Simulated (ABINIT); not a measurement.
Runs of ABINIT 10.8.3 (patched build) on ZrB2. The structure is hexagonal, space group P6/mmm (No. 191). Conventional cell: a = 3.170 Å, b = 3.170 Å, c = 3.533 Å, α = 90.00°, β = 90.00°, γ = 120.00°. Around Zr (site symmetry 6/mmm) lie 12 B at 2.54 Å. B (site symmetry -6m2) has 3 B at 1.83 Å as nearest neighbours. 

```csv
task,level,potentials or basis,cell,k mesh,cutoff (eV),fine-grid cutoff,cell freedom (optcell),cutoff smearing ecutsm (Ha),optimiser (ionmov),force stop (Ha/bohr),gap on the mesh (eV),pressure (GPa),V0 of scaled cells (Å³/atom),B0 (GPa)
single point,BLYP,JTH PAW PBE v2.0,as given,10 × 10 × 8,544,1088.46 eV,-,-,-,-,none,7.0,-,-
band structure,PBEsol,JTH PAW PBE v2.0,as given,10 × 10 × 8,463,925.187 eV,-,-,-,-,none,-4.1,-,-
single point,r2SCAN,JTH PAW PBE v2.0,as given,10 × 10 × 8,544,1088.46 eV,-,-,-,-,none,-,-,-
band structure,RPBE,JTH PAW PBE v2.0,as given,10 × 10 × 8,463,925.187 eV,-,-,-,-,none,4.1,-,-
equation of state,LDA,JTH PAW LDA v2.0,as given,10 × 10 × 8,463,925.187 eV,-,-,-,-,-,-,9.89,261
equation of state,PBE,JTH PAW PBE v2.0,as given,10 × 10 × 8,463,925.187 eV,-,-,-,-,-,-,10.28,(a)
band structure,BLYP,JTH PAW PBE v2.0,as given,10 × 10 × 8,463,925.187 eV,-,-,-,-,none,7.1,-,-
single point,RPBE,JTH PAW PBE v2.0,as given,10 × 10 × 8,544,1088.46 eV,-,-,-,-,none,(b),-,-
relaxation of cell and atoms,r2SCAN,JTH PAW PBE v2.0,relaxed,7 × 7 × 6,544,1088.46 eV,2,0.5,2,0.0002,none,-,-,-
equation of state,HCTH407,JTH PAW PBE v2.0,as given,10 × 10 × 8,463,925.187 eV,-,-,-,-,-,-,9.95,249
single point,PBE,JTH PAW PBE v2.0,as given,13 × 13 × 10,463,925.187 eV,-,-,-,-,none,0.6,-,-
band structure,BP86,JTH PAW PBE v2.0,as given,10 × 10 × 8,463,925.187 eV,-,-,-,-,none,1.8,-,-
```

Alike in all rows: no spin polarisation; smearing fermi-dirac 0.05 eV.

Problem. Estimate the missing entries.

Solution. (a) 239; (b) 4.0.

Caveats: the PAW data sets were made with another functional, which shifts forces and pressure a little (some runs); pressures at fixed basis lie under the slope of the energies (some runs); the cell was scaled at fixed shape and fractional positions, which overstates the stiffness of a crystal with free parameters, most of all of layers and chains (some runs).

A k mesh can miss the band edges, and the runs leave out spin-orbit coupling on Zr.

A gap of «none» marks a metal or a gap under the smearing width.

Not every run made on this cell is shown here.
